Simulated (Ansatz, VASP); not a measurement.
**SiC: VASP beside Ansatz**

File INCAR:

```
  PREC = Accurate
  ENCUT = 520
  EDIFF = 1E-6
  ISMEAR = 0
  SIGMA = 0.05
  LREAL = False
  LASPH = True
  NELM = 100
  ALGO = Normal
  ISIF = 2
  LWAVE = False
  LCHARG = False
  GGA = PE
  NBANDS = 11
```

KPOINTS

```
regular mesh
0
Gamma
  12 12 12
```

The input POSCAR:

```
SiC
1.0
    0.0000000000      2.0872762261      2.0872762261
    2.0872762261      0.0000000000      2.0872762261
    2.1098188093      2.1098188093     -0.0225425832
Si C
1 1
Direct
    0.0000000000      0.0000000000      0.0000000000
    0.7500000000      0.7500000000      0.7500000000
```

Input for Ansatz:

```yaml
crystal:
  lattice:
    - [0.0, 2.0872762261, 2.0872762261]
    - [2.0872762261, 0.0, 2.0872762261]
    - [2.1098188093, 2.1098188093, -0.0225425832]
  atoms:
    - { symbol: Si, position: [0.0, 0.0, 0.0] }
    - { symbol: C, position: [0.75, 0.75, 0.75] }
basis:
  ecutwfc: 520.0
kpoints:
  mp_grid: { grid: [12, 12, 12] }
hamiltonian:
  xc: pbe
scf:
  occupations: { method: gaussian, width: 0.05 }
output:
  forces: true
  stress: true
  eigenvalues: true
```

Alike in both runs: task single point; functional PBE; k mesh 12 × 12 × 12; occupations gaussian, width 0.05 eV; no spin polarisation.

|  | VASP | Ansatz |
| --- | --- | --- |
| version | VASP 6.6.1 | Ansatz 0.2.0 |
| potentials or method | VASP PAW PBE potentials, release 64 (Si, C) | scalar-relativistic, plane waves, PAW |
| plane-wave cutoff (eV) | 520 | 520 |
| valence electrons in the cell | 8 | 8 |

```tsv
	VASP	Ansatz	Ansatz less VASP
gap on the k mesh at the Fermi level (eV)	1.20	1.20	+0.004
least direct gap on the mesh (eV)	4.54	4.55	+0.008
rms of the force components (eV/Å)	0.153	0.154	+0.0004
```

Atom by atom the forces differ by 0.000 eV/Å (rms over components). With one functional, cell and mesh, what is left measures potentials, basis and numerics.

 A k mesh can miss the band edges.
